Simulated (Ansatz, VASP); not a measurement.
# One calculation of AlN, two programs

```xyz
4
Lattice="3.1504 0.0000 0.0000 -1.5752 2.7283 0.0000 0.0000 0.0000 4.7458" Properties=species:S:1:pos:R:3 pbc="T T T"
Al    0.0000    1.8189   -0.0250
Al    1.5752    0.9094    2.3479
N     0.0000    1.8189    1.8521
N     1.5752    0.9094    4.2250
```

Alike in both runs: functional LDA; k mesh 9 × 9 × 6; occupations gaussian, width 0.05 eV; no spin polarisation.

Ansatz relaxed the structure, and its values are those at the end. VASP's run is a single point on that final structure, the one shown.

|  | VASP | Ansatz |
| --- | --- | --- |
| version | VASP 6.6.1 | Ansatz 0.2.0 |
| potentials or method | VASP PAW LDA potentials, release 64 (Al, N) | scalar-relativistic, plane waves, PAW |
| plane-wave cutoff (eV) | 520 | 520 |
| valence electrons in the cell | 16 | 16 |

VASP gave:

- gap on the k mesh at the Fermi level (eV): 4.05
- least direct gap on the mesh (eV): 4.05
- pressure (GPa): -0.4
- rms of the force components (eV/Å): 0.006

**Question.** Which values does Ansatz return?

**Answer.** gap on the k mesh at the Fermi level (eV): 4.04; least direct gap on the mesh (eV): 4.04; pressure (GPa): -1.0; rms of the force components (eV/Å): 0.000.

Ansatz warned: «pseudo_functional_mismatch».

Caveats: an odd mesh through Γ misses points on the zone boundary, where band edges often lie. Expect the measured gap to be larger: semilocal functionals such as LDA lack the derivative discontinuity.
